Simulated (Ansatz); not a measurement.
# TiB2 (P6/mmm) in Ansatz: a series of runs, part 2 of 2

Ansatz 0.2.0.

### Step 3. Relaxation of cell and atoms, PBEsol+D3(BJ)

The input, input.yaml:

```yaml
crystal:
  lattice:
    - [3.0292, 0.0, 0.0]
    - [-1.5146, 2.6233641531, 0.0]
    - [0.0, 0.0, 3.2284]
  atoms:
    - { symbol: Ti, position: [0.0, 0.0, 0.0] }
    - { symbol: B, position: [0.6666666667, 0.3333333333, 0.5] }
    - { symbol: B, position: [0.3333333333, 0.6666666667, 0.5] }
hamiltonian:
  xc: pbesol
  pseudopotentials: { kind: paw }
  dispersion: d3bj
kpoints:
  mp_grid: { grid: [10, 10, 8] }
scf:
  occupations: { method: fermi_dirac, width: 0.05 }
output:
  forces: true
  stress: true
  eigenvalues: true
  write_density: true
  write_potential: true
  elf: true
  volumetric_format: npy
relax:
  f_tol: 0.01
  max_steps: 40
  cell: { stress_tol: 0.05 }
```

Potentials or basis: Ansatz PAW.

Started as:

```console
> ansatz run input.yaml --threads 2 --pin off --max-ram 5632MiB --backend cpu --events-out ev --progress --plain --runs-dir out
```

The program printed:

```text
Warning: RAYON_NUM_THREADS=2 ignored (pool sized by the plan → 2); use --threads N
Engine: ansatz 0.2.0, aarch64-unknown-linux-gnu
Pseudopotentials: kind: paw
Pseudopotential: Ti, paw, valence charge 12, recommended cutoff 420 eV (normal), Ti.paw.azcp
Pseudopotential: B, paw, valence charge 3, recommended cutoff 420 eV (normal), B.paw.azcp
Functional definition: PBEsol
  exchange = pbesol_x
  correlation = pbesol_c
Crystal: 3 atoms, lattice volume = 25.655 Å³
Basis set: ecut = 420 eV, 503 PW (Γ), exchange–correlation on 48×48×48 points (8 copies of the dense FFT grid, shifted against one another)
Bands: 13, of which v1, the nominal top of the filled ones, is band 9 counted from 1 (8 counted from 0)
Symmetry: 24 space group operations
Space group: P6/mmm (ITA 191), of the structure as read, at distance tolerance 2.9e-5 Å
k-points: 70 of 800
Non-local potential: Ti, projectors of the file, l = 0: 3, l = 1: 2, l = 2: 3, l = 3: 1
Non-local potential: B, projectors of the file, l = 0: 2, l = 1: 2, l = 2: 1
PAW form: soft (Blöchl's): semilocal exchange-correlation on the pseudo side does not see the compensation charge
PAW frozen core: Ti, regenerated for the run's functional, and the local potential with it (the file was generated under x = pbe(κ = 0.804, μ = 0.2195149727645171), c = pbe(β = 0.06672455060314922))
PAW frozen core: B, regenerated for the run's functional, and the local potential with it (the file was generated under x = pbe(κ = 0.804, μ = 0.2195149727645171), c = pbe(β = 0.06672455060314922))
PAW one-centre angular grid: Ti, 590 points (default); XC on 64 Gauss nodes
PAW one-centre angular grid: B, 110 points (default); XC on 64 Gauss nodes
[... 119 lines left out ...]
  E_vxc        = -203.970922  (∫ρ·V_xc dr)
  E_paw        = -1173.587402  (= ΣΔE_a)
  E_vpaw       = -176.053098  (= ΣTr[D̂ρ^β])
  E_aug_tail   = 0.000107  (compensation charges beyond the density's cutoff)
  E_ewald      = -1419.017976
  E_disp       = -1.162389  (pairwise vdW)
  E_core_change = 0.168806  (= ΣΔE_core)
  E_smearing   = -0.006845  (= −TS)
  E_closure    = 0.000000  (closes the sum)
  Σ components = -2783.762832   (vs F -2783.762832, Δ=0.00e0)
--- Forces (eV/Å), atoms counted from 1 ---
  atom   1  Ti    -0.00000000     0.00000000     0.00000000
  atom   2  B      0.00000000     0.00000000    -0.00000000
  atom   3  B     -0.00000000    -0.00000000     0.00000000
  max |Σ_I F_I| component: 5.55e-17 eV/Å
--- Stress (GPa, compression-positive) ---
       -0.001054       0.000000      -0.000000
        0.000000      -0.001054      -0.000000
       -0.000000      -0.000000      -0.001533
  P = ⅓ Tr σ = -0.0012 GPa (-0.012 kbar)
--- Band table (eV; the first three rows and the last of 70) ---
  k-point 0: bands = ["-40.6517", "-17.1172", "-16.7934", "-16.7934", "2.1565", "13.0949", "13.0949", "13.6386", "13.6977", "17.9383", "17.9383", "19.8727", "19.8727"]
  k-point 1: bands = ["-40.6486", "-17.1568", "-16.7902", "-16.7902", "2.3830", "12.0080", "13.2707", "13.2707", "15.1277", "17.3870", "17.3870", "19.4797", "19.4797"]
  k-point 2: bands = ["-40.6412", "-17.2515", "-16.7824", "-16.7824", "3.0074", "10.2837", "13.7869", "13.7869", "16.3882", "16.4866", "16.4866", "18.4765", "18.4765"]
  k-point 69: bands = ["-40.5581", "-17.2541", "-17.1277", "-17.0391", "6.6544", "7.6593", "10.1581", "12.4299", "12.7016", "18.6456", "20.1193", "20.3786", "20.7142"]
--- Relaxed structure (5 steps of the walk, 5 accepted, 2 SCFs on fresh bases) ---
  F+E_penalty+E_count = -2783.76283212 eV   max|allowed force component| = 3.284e-16 eV/Å   (the final SCF, on the basis selected at the relaxed cell)
  cell:  # Å, volume = 24.4365 Å³
    - [2.9921248217960073, 2.109951804075904e-33, -4.9451995408029e-35]
    - [-1.4960624108980036, 2.591256106969329, -1.4658073946072356e-34]
    - [-5.270395549208183e-35, -2.1081582196832727e-34, 3.1517285230268617]
  atoms:
    - { symbol: Ti, position: [-3.830242465896513e-37, -2.54911493830792e-35, 5.147557589468029e-85] }
    - { symbol: B, position: [0.6666666666666666, 0.33333333333333337, 0.5000000000000001] }
    - { symbol: B, position: [0.33333333333333337, 0.6666666666666667, 0.5000000000000001] }
```

rho_z.tsv:

```text
# z_ang	rho[e/angstrom^3]
# format = ansatz-planar-average/11
# lattice	2.992124822	0.000000000	-0.000000000
# lattice	-1.496062411	2.591256107	-0.000000000
# lattice	-0.000000000	-0.000000000	3.151728523
# sites	3
# site	22	0.000000000	-0.000000000	0.000000000
# site	5	1.496062411	0.863752036	1.575864262
# site	5	0.000000000	1.727504071	1.575864262
0.000000	1.468789e0
0.131322	1.404215e0
0.262644	1.219783e0
0.393966	9.573288e-1
0.525288	6.969529e-1
0.656610	5.161445e-1
0.787932	4.412702e-1
0.919254	4.448385e-1
1.050576	4.833959e-1
1.181898	5.267486e-1
1.313220	5.573040e-1
1.444542	5.703445e-1
1.575864	5.730373e-1
1.707186	5.703445e-1
1.838508	5.573040e-1
1.969830	5.267486e-1
2.101152	4.833959e-1
2.232474	4.448385e-1
2.363796	4.412702e-1
2.495118	5.161445e-1
2.626440	6.969529e-1
2.757762	9.573288e-1
2.889084	1.219783e0
3.020407	1.404215e0
```

Run time: 7.4 s. Hardware: 2 threads of Arm Neoverse V1, shared host; peak memory 0.33 GiB.

Results:

```yaml
Free_energy: -2783.7628 eV
Relaxed_volume: 8.15 Å³/atom
Relaxed_cell: a = 2.992 Å, b = 2.992 Å, c = 3.152 Å, α = 90.00°, β = 90.00°, γ = 120.00°
Space_group_after_relaxing_to_0.05_Å: P6/mmm (No. 191)
Energy_gained_by_relaxing: 16.4 meV/atom
Ionic_steps: 7
Pressure_after_relaxing: 0.0 GPa
Band_gap_on_the_k_mesh: none (metal or under the smearing width)
```

Step by step:
```csv
step,energy change (eV),largest force (eV/Å),volume (Å³)
1,0.0000,0.0000,25.66
2,-0.0477,0.0000,24.67
3,-0.0505,0.0000,24.41
4,-0.0506,0.0000,24.44
5,-0.0492,0.0000,24.44
6,-0.0492,0.0000,24.44
7,-0.0492,0.0000,24.44
```

Final structure:
```yaml
crystal:
  lattice:
    - [2.99212, 0.00000, 0.00000]
    - [-1.49606, 2.59126, 0.00000]
    - [0.00000, 0.00000, 3.15173]
  atoms:
    - { symbol: Ti, position: [0.00000, 0.00000, 0.00000] }
    - { symbol: B, position: [0.66667, 0.33333, 0.50000] }
    - { symbol: B, position: [0.33333, 0.66667, 0.50000] }
```

Caveat: the plane-wave basis is chosen anew once the cell has moved, so the energies of steps on either side of that aren't comparable; pairwise dispersion overbinds metals, which lowers pressure and volume; the PAW data sets come from PBE, with cores solved anew for the run's functional, which leaves a small shift of forces and pressure.

### Step 4. Relaxation of cell and atoms, PBEsol+D3(BJ)-ATM

Edit input.yaml of step 3 so:

```diff
@@ -12,3 +12,3 @@
   pseudopotentials: { kind: paw }
-  dispersion: d3bj
+  dispersion: d3bjatm
 kpoints:
@@ -21,6 +21,2 @@
   eigenvalues: true
-  write_density: true
-  write_potential: true
-  elf: true
-  volumetric_format: npy
 relax:
```

Started as:

```console
> ansatz run input.yaml --threads 2 --pin off --max-ram 5632MiB --backend cpu --events-out ev --progress --plain --runs-dir out
```

It took 10 s on 2 threads of Arm Neoverse V1, shared host; peak memory 0.32 GiB.

The run converged. Its results:

- Free energy: -2783.6252 eV
- Relaxed volume: 8.20 Å³/atom
- Relaxed cell: a = 2.998 Å, b = 2.998 Å, c = 3.160 Å, α = 90.00°, β = 90.00°, γ = 120.00°
- Space group after relaxing (to 0.05 Å): P6/mmm (No. 191)
- Energy gained by relaxing: 12.4 meV/atom
- Ionic steps: 7
- Pressure after relaxing: 0.0 GPa
- Band gap on the k mesh: none (metal or under the smearing width)

The path:
```tsv
step	energy change (eV)	largest force (eV/Å)	volume (Å³)
1	0.0000	0.0000	25.66
2	-0.0364	0.0000	24.79
3	-0.0384	0.0000	24.58
4	-0.0385	0.0000	24.60
5	-0.0373	0.0000	24.60
6	-0.0373	0.0000	24.60
7	-0.0373	0.0000	24.60
```

Final structure:
```
Ti B
1.0
     2.99790    0.00000    0.00000
    -1.49895    2.59626    0.00000
     0.00000    0.00000    3.16014
Ti B
1 2
Direct
  0.00000 0.00000 0.00000
  0.66667 0.33333 0.50000
  0.33333 0.66667 0.50000
```

Levels at points of the mesh, in eV from the Fermi level:
| k point | band 6 | band 7 | band 8 | band 9 | band 10 | band 11 | band 12 | band 13 |
| --- | --- | --- | --- | --- | --- | --- | --- | --- |
| (0.00, 0.00, 0.00) | -2.69 | -2.69 | -2.15 | -2.11 | 2.12 | 2.12 | 4.04 | 4.04 |
| (0.00, 0.00, -0.50) | -7.70 | -0.48 | -0.48 | -0.18 | -0.18 | 0.53 | 0.53 | 1.97 |
| (0.00, -0.50, 0.00) | -9.18 | -3.25 | -3.19 | -2.33 | 1.53 | 2.98 | 3.51 | 3.64 |
| (0.00, -0.50, -0.50) | -7.49 | -4.76 | -3.92 | -3.08 | 2.82 | 3.19 | 4.98 | 5.02 |

Caveat: the plane-wave basis is chosen anew once the cell has moved, so the energies of steps on either side of that aren't comparable; pairwise dispersion overbinds metals, which lowers pressure and volume; the PAW data sets come from PBE, with cores solved anew for the run's functional, which leaves a small shift of forces and pressure.

### Step 5. The runs side by side

```tsv
level	gap on the mesh (eV)	pressure (GPa)	relaxed volume (Å³/atom)
PBEsol	none	0.0	8.38
PBEsol+D3(BJ)	none	0.0	8.15
PBEsol+D3(BJ)-ATM	none	0.0	8.20
```

Alike in all rows: task relaxation of cell and atoms; potentials or basis Ansatz PAW; no spin polarisation; cell relaxed; k mesh 10 × 10 × 8; cutoff (eV) 420; smearing fermi-dirac 0.05 eV.

Caveats: the plane-wave basis is chosen anew once the cell has moved, so the energies of steps on either side of that aren't comparable; the PAW data sets come from PBE, with cores solved anew for the run's functional, which leaves a small shift of forces and pressure; pairwise dispersion overbinds metals, which lowers pressure and volume (some runs).

Absolute energies hang on the potentials; compare differences alone.
